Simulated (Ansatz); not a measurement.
# Hf in Pt(111), 2x2: scattering by a point defect, part 3 of 3

Wanted: the reflection from a plane of defects, Hf in Pt(111), 2x2, and the resistivity it implies.

Ansatz 0.2.0; Ansatz plane-wave DFT, PBE, PAW files; ballistic transport by layer matching (Landauer), zero bias; PAW set soft_1 (the session's first sound run).

So far, resistivity per at.% scaled from this dense plane, with the factor 3/4 for isotropic scattering (µΩ cm): step 3 (resistance at ideal sites) 3.64.

## 5. Transmission after relaxation, relaxed yes

The transmission is solved again on the relaxed atoms.

This step: Ansatz plane-wave DFT, PBE, PAW files; ballistic transport by layer matching (Landauer), zero bias; PAW set soft_1 (Ansatz 0.2.0).

The input, input.yaml:

```yaml
crystal:
  lattice:
    - [5.5462627489, 0.0, 0.0]
    - [-2.7731313745, 4.8032044366, 0.0]
    - [-1.3865656872, 0.8005340728, 24.9067751428]
  atoms:
    - { symbol: Pt, position: [0.0075757576, 0.9924242424, 0.0454545455] }
    - { symbol: Pt, position: [0.0075757576, 0.4924242424, 0.0454545455] }
    - { symbol: Pt, position: [0.5075757576, 0.9924242424, 0.0454545455] }
    - { symbol: Pt, position: [0.5075757576, 0.4924242424, 0.0454545455] }
    - { symbol: Pt, position: [0.1893939394, 0.3106060606, 0.1363636364] }
    - { symbol: Pt, position: [0.1893939394, 0.8106060606, 0.1363636364] }
    - { symbol: Pt, position: [0.6893939394, 0.3106060606, 0.1363636364] }
    - { symbol: Pt, position: [0.6893939394, 0.8106060606, 0.1363636364] }
    - { symbol: Pt, position: [0.3712121212, 0.1287878788, 0.2272727273] }
    - { symbol: Pt, position: [0.3712121212, 0.6287878788, 0.2272727273] }
    - { symbol: Pt, position: [0.8712121212, 0.1287878788, 0.2272727273] }
    - { symbol: Pt, position: [0.8712121212, 0.6287878788, 0.2272727273] }
    - { symbol: Pt, position: [0.0532992147, 0.9468831492, 0.3182682732] }
    - { symbol: Pt, position: [0.0528895243, 0.4471104757, 0.3163059526] }
    - { symbol: Pt, position: [0.552993649, 0.947006351, 0.3182738338] }
    - { symbol: Pt, position: [0.5531168508, 0.4467007853, 0.3182682732] }
    - { symbol: Pt, position: [0.2351073964, 0.2648926036, 0.4092510764] }
    - { symbol: Pt, position: [0.2350433226, 0.7652351816, 0.4092469973] }
    - { symbol: Pt, position: [0.7347648184, 0.2649566774, 0.4092469973] }
    - { symbol: Pt, position: [0.7348435772, 0.7651564228, 0.4087677535] }
    - { symbol: Hf, position: [0.4166666667, 0.0833333333, 0.5] }
    - { symbol: Pt, position: [0.4166666667, 0.5833333333, 0.5] }
    - { symbol: Pt, position: [0.9166666667, 0.0833333333, 0.5] }
    - { symbol: Pt, position: [0.9166666667, 0.5833333333, 0.5] }
    - { symbol: Pt, position: [0.098568515, 0.9017099893, 0.5907530027] }
    - { symbol: Pt, position: [0.0984897561, 0.4015102439, 0.5912322465] }
    - { symbol: Pt, position: [0.598225937, 0.901774063, 0.5907489236] }
    - { symbol: Pt, position: [0.5982900107, 0.401431485, 0.5907530027] }
    - { symbol: Pt, position: [0.2803396843, 0.2196603157, 0.6817261662] }
    - { symbol: Pt, position: [0.2802164825, 0.7199658814, 0.6817317268] }
    - { symbol: Pt, position: [0.7800341186, 0.2197835175, 0.6817317268] }
    - { symbol: Pt, position: [0.7804438091, 0.7195561909, 0.6836940474] }
    - { symbol: Pt, position: [0.4621212121, 0.0378787879, 0.7727272727] }
    - { symbol: Pt, position: [0.4621212121, 0.5378787879, 0.7727272727] }
    - { symbol: Pt, position: [0.9621212121, 0.0378787879, 0.7727272727] }
    - { symbol: Pt, position: [0.9621212121, 0.5378787879, 0.7727272727] }
    - { symbol: Pt, position: [0.1439393939, 0.8560606061, 0.8636363636] }
    - { symbol: Pt, position: [0.1439393939, 0.3560606061, 0.8636363636] }
    - { symbol: Pt, position: [0.6439393939, 0.8560606061, 0.8636363636] }
    - { symbol: Pt, position: [0.6439393939, 0.3560606061, 0.8636363636] }
    - { symbol: Pt, position: [0.3257575758, 0.1742424242, 0.9545454545] }
    - { symbol: Pt, position: [0.3257575758, 0.6742424242, 0.9545454545] }
    - { symbol: Pt, position: [0.8257575758, 0.1742424242, 0.9545454545] }
    - { symbol: Pt, position: [0.8257575758, 0.6742424242, 0.9545454545] }
kpoints:
  mp_grid: { grid: [5, 5, 1] }
hamiltonian:
  xc: pbe
  pseudopotentials: { kind: paw, azcp: { folder: soft_1 } }
scf:
  occupations: { method: fermi_dirac, width: 0.1 }
output:
  transmission:
    leads: [[0, 4]]
    kmesh: [10, 10]
    e_range: [-0.05, 0.05]
    de: 0.05
  write_potential: true
  write_density: true
  volumetric_format: npy
```

Launch:

```sh
> ansatz run input.yaml --threads 4 --pin off --max-ram 15360MiB --backend cpu --events-out ev --progress --plain --runs-dir out
```

Numbers of over 12 decimals in the logs are rounded to 6 here.

Output:

```text
[...]
Crystal: 44 atoms, lattice volume = 663.512 Å³
Basis set: ecut = 420 eV, 13001 PW (Γ)
Bands: 480, of which v1, the nominal top of the filled ones, is band 400 counted from 1 (399 counted from 0)
Symmetry: 4 space group operations
[...]
k-points: 9 of 25
[...]
SCF iter   1: F=—  HF=-554339.244001 eV  |F-HF|=—  |Δ(HF+E_count)|=         —  Δρ=1.52e-1  dr2=9.95e2  ethr=3.10e-3  ⟨swp⟩=4.7  Hψ=13167  notcnv=0  defer=167
[...]
SCF iter  13: F=-554288.557769 eV  HF=-554288.557769 eV  |F-HF|=4.11e-8  |Δ(HF+E_count)|=   1.98e-8  Δρ=1.38e-6  dr2=3.91e-8  ethr=1.25e-11  ⟨swp⟩=9.7  Hψ=14638  notcnv=0
SCF 1 converged in 13 iterations: F = -554288.557769 eV  dr2 = 3.91e-8
[...]
transmission: 139 of 1364 steps passed
transmission: 274 of 1364 steps passed
[...]
transmission: 1364 of 1364 steps passed
SCF converged after 13 iterations
Free energy (F): -554288.557769 eV
[...]
Internal energy: -554286.260234 eV  (E = F + TS)
E sigma→0 (E₀):  -554287.409002 eV
Entropy (-TS):   -2.297536 eV (-52.217 meV/atom)
Fermi energy:    23.544469 eV
[...]
--- Band table (eV; the first three rows and the last of 9) ---
  k-point 0: bands = [... 396 lower, 23.7091, 23.7232, 23.7560, 23.7617, 23.7810, 23.8058, 23.8145, 23.8345, ... 76 higher]
  k-point 1: bands = [... 396 lower, 23.5084, 23.5363, 23.5607, 23.5664, 23.5824, 23.6238, 23.6493, 23.6634, ... 76 higher]
  k-point 2: bands = [... 396 lower, 23.4903, 23.5084, 23.5321, 23.5702, 23.5952, 23.6084, 23.6505, 23.6814, ... 76 higher]
  k-point 8: bands = [... 396 lower, 23.4888, 23.5160, 23.5520, 23.5860, 23.6281, 23.6382, 23.6770, 23.6959, ... 76 higher]
--- Transmission ---
  basis      : 241 plane waves across, 44 finite elements along
  points     : 31, standing for a mesh of 10 x 10
[...]
channels       : 6.890000e0 a spin
[...]
junction   : crystal 0 to crystal 0, 0.70 to 23.34 Å
    transmission   : 4.357094e0 a spin
[...]
```

The job ended after 5.8 min (4 threads of Arm Neoverse V1, shared host; peak memory 5.9 GiB; 21 min of CPU time).

Numbers from this step:

| Item | Value |
| --- | --- |
| free energy | -554288.5578 eV |
| energy at zero smearing | -554287.4090 eV |
| transmission per spin nearest the Fermi level | 4.357 |
| open channels per spin nearest the Fermi level | 6.89 |
| step of the lead's potential | 8.5 meV |

Per spin. Transmission, zone mean against energy, zero at the Fermi level:

| energy (eV) | transmission, zone mean |
| --- | --- |
| -0.0500 | 4.61 |
| 0.0000 | 4.36 |
| 0.0500 | 4.08 |

Transmission over k1 and k2. At 0.0000 eV from the Fermi level.

Values, 10 rows by 10 columns:
```
6.10 5.61 4.35 3.86 4.33 5.61 6.07 2.70 2.78 2.71
2.83 4.35 5.40 4.39 4.39 5.40 4.33 2.84 2.78 2.78
2.79 3.86 4.39 5.49 3.20 5.49 4.39 3.86 2.84 2.70
6.08 4.33 4.39 3.20 4.71 4.69 3.21 4.39 4.33 6.07
6.13 5.61 5.40 5.49 4.69 3.30 4.69 5.49 5.40 5.61
6.08 6.07 4.33 4.39 3.21 4.69 4.71 3.20 4.39 4.33
2.79 2.70 2.84 3.86 4.39 5.49 3.20 5.49 4.39 3.86
2.83 2.78 2.78 2.84 4.33 5.40 4.39 4.39 5.40 4.35
6.10 2.71 2.78 2.70 6.07 5.61 4.33 3.86 4.35 5.61
6.12 6.10 2.83 2.79 6.08 6.13 6.08 2.79 2.83 6.10
```
Columns: k1 (b1) from -0.5 to 0.4; rows upwards: k2 (b2) from -0.5 to 0.4.

Over the solved energies the transmission per spin lies between 4.08 and 4.61, out of 6.73 channels of the lead on average (up to 7.08).

## 6. Resistance after relaxation

This step: Ansatz plane-wave DFT, PBE, PAW files; ballistic transport by layer matching (Landauer), zero bias; area resistance of the defect plane and resistivity an atomic per cent; PAW set soft_1 (Ansatz 0.2.0).

Numbers from this step:

```
area resistance                                                                                 : 0.2795 fΩ m²
T over the leads' mean channel count                                                            : 0.6465
resistivity per at.% scaled from this dense plane, with the factor 3/4 for isotropic scattering : 3.703 µΩ cm
```

Averaged over the energies near the Fermi level, 64.6 % of the channels pass, which makes 0.280 fΩ m², against 0.275 on ideal sites.

## 7. Summary of results

```
share of channels that pass, rigid                                : 0.642
area resistance, rigid                                            : 0.275 fΩ m²
resistivity per at.% from the area resistance, times 3/4, rigid   : 3.64 µΩ cm
share of channels that pass, relaxed                              : 0.646
area resistance, relaxed                                          : 0.280 fΩ m²
resistivity per at.% from the area resistance, times 3/4, relaxed : 3.70 µΩ cm
```

The plane of defects adds 0.28 fΩ m². Scaled to one atomic per cent that is 4.9 µΩ cm as it stands and 3.7 with the factor 3/4 for isotropic scattering on a spherical Fermi surface; with the reflection in place of the resistance taken as linear in the density it would be 2.4. These are rough estimates of the dilute value, not bounds. One Hf in each 2x2 cell reflects 35 % of the lead's channels. The relaxed cell differs by 1.7 % in resistance; between the two runs the lead's own channel count goes from 6.96 to 6.73, so sampling may have a part in it. The defects form a dense periodic sheet that scatters coherently, unlike a dilute random alloy. T and N are means over the solved energies nearest the Fermi level. Spin-orbit coupling is left out, which matters for Hf and Pt.

[Logs are printed without paths, hosts, clocks, repeated set-up lines and the standing remarks that a program may print on its own settings, such as how far it seeks lower states.]

[Hosts, paths, dates, database ids (printed as entryN), source tags and the programs' standing remarks are cut or masked in the printed files.]
